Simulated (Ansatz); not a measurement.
BeO:
```
BeO
1.0
    2.66460     0.00000     0.00000
   -1.33230     2.30761     0.00000
    0.00000     0.00000     4.32926
Be O
2 2
Direct
  0.33333   0.66667   0.99998
  0.66667   0.33333   0.49998
  0.33333   0.66667   0.37752
  0.66667   0.33333   0.87752
```

Relaxed with LDA.

Question: Give the optical modes at the zone centre with their infrared and Raman activity from DFPT, LDA in the plane-wave PAW code Ansatz.

Answer: Transverse frequencies, without the LO–TO term; a row sums one degenerate level.

| ω (cm⁻¹) | degeneracy | IR ((D/Å)²/amu) | Raman (Å⁴/amu) | activity | symmetry |
|---|---|---|---|---|---|
| 330 | 2 | 0.00 | 0 | silent | E2 |
| 718 | 1 | 26.87 | 2.9 | IR+Raman | A1 |
| 720 | 2 | 0.00 | 1.8 | Raman | E2 |
| 723 | 1 | 0.00 | 0 | silent | B1 |
| 758 | 2 | 50.21 | 1.1 | IR+Raman | E1 |
| 895 | 1 | 0.00 | 0 | silent | B1 |

Question: How high does the top mode go among those that the LO–TO term moves?

Answer: 1108 cm⁻¹ for q along x, 1108 cm⁻¹ for q along y, 1096 cm⁻¹ for q along z.

Space group P6_3mc (wurtzite). The cell was relaxed with LDA under the symmetry of its start; phonons on a q-mesh show no instability.

Potentials: the later of the program's two PAW sets.
